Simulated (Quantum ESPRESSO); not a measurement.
Here is a Quantum ESPRESSO 7.5 calculation.

Contents of pw.in:

```
&CONTROL
  calculation = 'vc-relax'
  prefix = 'pwscf'
  outdir = './tmp'
  pseudo_dir = './pseudo'
  tprnfor = .true.
  tstress = .true.
  disk_io = 'low'
  nstep = 40
  forc_conv_thr = 0.0004
  etot_conv_thr = 1d-05
/
&SYSTEM
  ibrav = 0
  A = 2.4480229
  nat = 2
  ntyp = 1
  ecutwfc = 52
  ecutrho = 414
  nbnd = 29
  occupations = 'smearing'
  smearing = 'fd'
  degauss = 0.00367493
  nspin = 2
  starting_magnetization(1) = 0.0556
/
&ELECTRONS
  conv_thr = 4d-10
  electron_maxstep = 120
  mixing_beta = 0.3
/
&IONS
  ion_dynamics = 'bfgs'
/
&CELL
  cell_dynamics = 'bfgs'
  press = 50
  press_conv_thr = 0.3
/
ATOMIC_SPECIES
Ni    58.6934 ni_pbesol_v1.4.uspp.F.UPF
CELL_PARAMETERS alat
   0.9999999991    0.0000000000    0.0000000000
  -0.4999999996    0.8660254030    0.0000000000
   0.0000000000    0.0000000000    1.6637130192
ATOMIC_POSITIONS alat
Ni     0.4999999996    0.2886751343    1.2477847644
Ni     0.0000000000    0.5773502687    0.4159282548
K_POINTS automatic
10 10 6 0 0 0
```

Potentials or basis: GBRV 1.5 PBEsol.

The run is started by

```bash
$ OMP_NUM_THREADS=1 mpirun -n 2 pw.x -nk 2 -in pw.in > pw.out
```

**Question.** Predict the band gap on the k mesh.

**Answer.** None (metal or under the smearing width).

**Question.** Estimate the relaxed volume.

**Answer.** 10.20 Å³/atom.

**Question.** What does it give for the space group after relaxing (to 0.05 Å)?

**Answer.** P6_3/mmc (No. 194).

**Question.** Predict the relaxed cell.

**Answer.** a = 2.432 Å, b = 2.432 Å, c = 3.984 Å, α = 90.00°, β = 90.00°, γ = 120.00°.

The path:
```csv
step,energy change (eV),largest force (eV/Å),pressure (GPa),volume (Å³)
1,0.0000,0.0000,-3.10,21.14
2,0.0067,0.0000,6.69,20.28
3,0.0014,0.0000,5.06,20.40
4,0.0007,0.0000,4.88,20.42
5,0.0010,0.0000,4.99,20.41
```
